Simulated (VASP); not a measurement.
# KF (Carobbiite) (Fm-3m) in VASP: a series of runs, part 3 of 3

VASP 6.6.1. Earlier steps stand in the parts before.

## 4. Phonons, LDA

This run uses another cell than the first one, of 17.26 Å³/atom, 0.922 times its volume.

Contents of POSCAR:

```
KF
1.0
   -0.0000000000      2.5842770463      2.5842770463
    2.5842770463      0.0000000000      2.5842770463
    2.5842770463      2.5842770463     -0.0000000000
  K               F
     1     1
Direct
     0.0000000000000000    0.0000000000000000    0.0000000000000000
     0.5000000000000000    0.5000000000000000    0.5000000000000000
```

Contents of INCAR.step1:

```
ALGO = Fast ; EDIFF = 1E-8
EDIFFG = -0.002 ; ENCUT = 600
IBRION = 2 ; ISIF = 3
ISMEAR = 0 ; LASPH = True
LCHARG = False ; LREAL = False
LWAVE = False ; NELM = 80
NSW = 40 ; PREC = Accurate
SIGMA = 0.03
```

Contents of INCAR.step2:

```
ALGO = Fast ; EDIFF = 1E-8
ENCUT = 600 ; IBRION = 6
ISIF = 2 ; ISMEAR = 0
LASPH = True ; LCHARG = False
LREAL = False ; LWAVE = False
NELM = 80 ; NFREE = 2
NSW = 1 ; POTIM = 0.015
PREC = Accurate ; SIGMA = 0.03
```

Contents of KPOINTS:

```
k-points
0
Gamma
  10 10 10
```

Potentials or basis: VASP PAW LDA potentials, release 64 (K_sv, F).

The run is started by

```
cat potpaw_LDA.64/K_sv/POTCAR potpaw_LDA.64/F/POTCAR > POTCAR
cp INCAR.step1 INCAR
mpirun -np 1 vasp_std > vasp.out
cp CONTCAR POSCAR
cp INCAR.step2 INCAR
mpirun -np 1 vasp_std > vasp.out
```

OUTCAR:

```text
EDIFF = 1E-8
   ENCUT = 600
   IBRION = 6
   ISIF = 2
   ISMEAR = 0
   LASPH = True
   LREAL = False
   NELM = 80
   NFREE = 2
   NSW = 1
   POTIM = 0.015
   PREC = Accurate

 ion  position               nearest neighbor table
   1  0.000  0.000  0.000-   2 2.58   2 2.58   2 2.58   2 2.58   2 2.58   2 2.58
   2  0.500  0.500  0.500-   1 2.58   1 2.58   1 2.58   1 2.58   1 2.58   1 2.58

  LATTYP: Found a face centered cubic cell.
 ALAT       =     5.1685540926

  Lattice vectors:

 A1 = (   0.0000000000,   2.5842770463,   2.5842770463)
 A2 = (   2.5842770463,   0.0000000000,   2.5842770463)
 A3 = (   2.5842770463,   2.5842770463,   0.0000000000)

Analysis of symmetry for initial positions (statically):
=====================================================================
 Subroutine PRICEL returns:
 Original cell was already a primitive cell.

 Routine SETGRP: Setting up the symmetry group for a
 face centered cubic supercell.

 Subroutine GETGRP returns: Found 48 space group operations
 (whereof 48 operations were pure point group operations)
 out of a pool of 48 trial point group operations.

The static configuration has the point symmetry O_h .

Analysis of symmetry for dynamics (positions and initial velocities):
=====================================================================
 Subroutine PRICEL returns:
 Original cell was already a primitive cell.

 Routine SETGRP: Setting up the symmetry group for a
 face centered cubic supercell.

 Subroutine GETGRP returns: Found 48 space group operations
 (whereof 48 operations were pure point group operations)
 out of a pool of 48 trial point group operations.

The dynamic configuration has the point symmetry O_h .

 Subroutine INISYM returns: Found 48 space group operations
 (whereof 48 operations are pure point group operations),
 and found     1 'primitive' translations

----------------------------------------------------------------------------------------

                                     Primitive cell

  volume of cell :      34.5181

  direct lattice vectors                    reciprocal lattice vectors
     0.000000000  2.584277046  2.584277046    -0.193477708  0.193477708  0.193477708
     2.584277046  0.000000000  2.584277046     0.193477708 -0.193477708  0.193477708
     2.584277046  2.584277046  0.000000000     0.193477708  0.193477708 -0.193477708

  length of vectors
     3.654719648  3.654719648  3.654719648     0.335113221  0.335113221  0.335113221

  position of ions in fractional coordinates (direct lattice)
     0.000000000  0.000000000  0.000000000
     0.500000000  0.500000000  0.500000000

  ion indices of the primitive-cell ions
   primitive index   ion index
                 1           1
                 2           2

----------------------------------------------------------------------------------------

 KPOINTS: k-points
[... 115 lines left out ...]
  ext. energy  EPLUGINS =         0.00000000
  ---------------------------------------------------
  free energy    TOTEN  =        -9.07357185 eV

  energy without entropy =       -9.07357185  energy(sigma->0) =       -9.07357185

------------------------ aborting loop because EDIFF is reached ----------------------------------------

  FORCE on cell =-STRESS in cart. coord.  units (eV):
  Direction    XX          YY          ZZ          XY          YZ          ZX
  --------------------------------------------------------------------------------------
  -------------------------------------------------------------------------------------
  Total        0.0031509      0.0031509      0.0031509      0.0000000      0.0000000      0.0000000
  in kB        0.1462499      0.1462499      0.1462499      0.0000000      0.0000000      0.0000000
  external PRESSURE =       0.1462499 kB  Pullay stress =       0.0000000 kB
[... 131 lines left out ...]
--------------------------------------- Ionic step        5  -------------------------------------------

 number of electron      16.0000002 magnetization

 Free energy of the ion-electron system (eV)
  ---------------------------------------------------
  ext. energy  EPLUGINS =         0.00000000
  ---------------------------------------------------
  free energy    TOTEN  =        -9.07332701 eV

  energy without entropy =       -9.07332701  energy(sigma->0) =       -9.07332701

 E-fermi :  -2.7291     XC(G=0):  -9.5968

 val. band max:       -2.9385428939   @ k =   0.0000   0.0000   0.0000
 cond. band min:       3.3908396867   @ k =   0.0000   0.0000   0.0000
 fundamental gap:      6.3293825806
 Fermi energy:        -2.7291343259

 k-point     1 :       0.0000    0.0000    0.0000
  band No.  band energies     occupation
      1     -28.3252      2.00000
      2     -21.2064      2.00000
      3     -11.7034      2.00000
      4     -11.7033      2.00000
      5     -11.7033      2.00000
      6      -2.9387      2.00000
      7      -2.9387      2.00000
      8      -2.9385      2.00000
      9       3.3908      0.00000
     10       7.8325      0.00000
     11       7.8329      0.00000
     12       7.8329      0.00000
[... 331 lines left out ...]
 k-point    24 :       0.4000    0.3000    0.0000
  band No.  band energies     occupation
      1     -28.1598      2.00000
      2     -21.2878      2.00000
      3     -12.2253      2.00000
      4     -11.9533      2.00000
      5     -11.9367      2.00000
      6      -3.3828      2.00000
      7      -3.0412      2.00000
      8      -3.0146      2.00000
      9       5.5630      0.00000
     10       6.6668      0.00000
     11       9.5643      0.00000
     12      10.5086      0.00000

 [... further k-points ...]

------------------------ aborting loop because EDIFF is reached ----------------------------------------

  FORCE on cell =-STRESS in cart. coord.  units (eV):
  Direction    XX          YY          ZZ          XY          YZ          ZX
  --------------------------------------------------------------------------------------
  -------------------------------------------------------------------------------------
  Total        0.0064583      0.0029005      0.0029005     -0.0000000      0.0000000      0.0000000
  in kB        0.2997639      0.1346271      0.1346271     -0.0000000      0.0000000      0.0000000
  external PRESSURE =       0.1896727 kB  Pullay stress =       0.0000000 kB
[... 17 lines left out ...]
  FREE ENERGIE OF THE ION-ELECTRON SYSTEM (eV)
  ---------------------------------------------------
  free  energy   TOTEN  =        -9.0733270056 eV

  energy  without entropy=       -9.0733270056  energy(sigma->0) =       -9.07332701

 INTERNAL STRAIN TENSORS FROM DISPLACED ATOMS
 ============================================

 INTERNAL STRAIN TENSOR FOR ION    1 for displacements in x,y,z  (eV/Angst):
          X           Y           Z          XY          YZ          ZX
  --------------------------------------------------------------------------------
  x     0.00000     0.00000     0.00000     0.00000     0.00000     0.00000
  y     0.00000     0.00000     0.00000     0.00000     0.00000     0.00000
  z     0.00000     0.00000     0.00000     0.00000     0.00000     0.00000

 INTERNAL STRAIN TENSOR FOR ION    2 for displacements in x,y,z  (eV/Angst):
          X           Y           Z          XY          YZ          ZX
  --------------------------------------------------------------------------------
  x     0.00000     0.00000     0.00000     0.00000     0.00000     0.00000
  y     0.00000     0.00000     0.00000     0.00000     0.00000     0.00000
  z     0.00000     0.00000     0.00000     0.00000     0.00000     0.00000

 Eigenvectors and eigenvalues of the dynamical matrix
 ----------------------------------------------------

   1 f  =    6.434577 THz    40.429638 2PiTHz  214.634376 cm-1    26.611259 meV
             X         Y         Z           dx          dy          dz
      0.000000  0.000000  0.000000     0.000000    0.000000   -0.569723
      2.584277  2.584277  2.584277     0.000000    0.000000    0.821837
[... 21 lines left out ...]
   6 f/i=    0.016655 THz     0.104646 2PiTHz    0.555551 cm-1     0.068879 meV
             X         Y         Z           dx          dy          dz
      0.000000  0.000000  0.000000     0.055781   -0.116848   -0.811573
      2.584277  2.584277  2.584277     0.038669   -0.081003   -0.562608

 ELASTIC MODULI CONTR FROM IONIC RELAXATION (kBar)
 Direction    XX          YY          ZZ          XY          YZ          ZX
 --------------------------------------------------------------------------------
 XX           0.0000      0.0000      0.0000      0.0000      0.0000      0.0000
 YY           0.0000      0.0000      0.0000      0.0000      0.0000      0.0000
 ZZ           0.0000      0.0000      0.0000      0.0000      0.0000      0.0000
 XY           0.0000      0.0000      0.0000      0.0000      0.0000      0.0000
 YZ           0.0000      0.0000      0.0000      0.0000      0.0000      0.0000
 ZX           0.0000      0.0000      0.0000      0.0000      0.0000      0.0000
 --------------------------------------------------------------------------------
```

Wall time 2.9 min (1 thread of Intel Xeon 6975P-C (Granite Rapids), shared host); peak memory 0.22 GiB.

Results:

| Property | Result |
| --- | --- |
| Highest phonon frequency at Γ, LO-TO splitting left out | 215 cm⁻¹ |

Phonon frequencies in cm⁻¹ (negative: imaginary):
```csv
q point,frequencies
"(0.000, 0.000, 0.000)",-1 -1 -1 215 215 215
```
